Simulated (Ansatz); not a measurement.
The system is CdS (Hawleyite).

```
Cd S
1.0
     0.00000    2.70744    2.70744
     2.70744    0.00000    2.70744
     2.70744    2.70744    0.00000
Cd S
1 1
Direct
  0.00000 0.00000 0.00000
  0.75000 0.75000 0.75000
```

The cell isn't the ideal one: volume scaled by 0.8.

```yaml
Program: Ansatz 0.2.0
Task: relaxation of cell and atoms
Functional: RPBE
Dispersion: D3(BJ)
Potentials_or_basis: all-electron LAPW, scalar-relativistic
Basis_error_allowed: 0.001 eV/atom
k_mesh: 6 × 6 × 6
Occupations: fermi-dirac, width 0.1 eV
Spin: non-collinear spin, random start
Starting_moments: "[[-0.282, 0.141, -0.173], [0.0, -0.0, 0.0]] μB"
```

At the start: volume 19.85 Å³/atom.

How do energy, volume and symmetry change on relaxing?

Over 5 steps the energy falls by 150.0 meV/atom and the volume is 23.33 Å³/atom (+17.5 %); space group F-43m (No. 216, to 0.05 Å); moment 0.00 μB per cell.

Step by step:
```
step  energy change (eV)  largest force (eV/Å)  volume (Å³)
   1              0.0000                0.0000        39.69
   2             -0.2841                0.0000        44.88
   3             -0.2992                0.0000        46.25
   4             -0.3001                0.0000        46.65
   5             -0.3001                0.0000        46.65
```

Final structure:
```xyz
2
Lattice="0.0000 2.8572 2.8572 2.8572 0.0000 2.8572 2.8572 2.8572 0.0000" Properties=species:S:1:pos:R:3 pbc="T T T"
Cd    0.0000    0.0000    0.0000
S     4.2858    4.2858    4.2858
```

Caveat: the starting moments weren't kept.
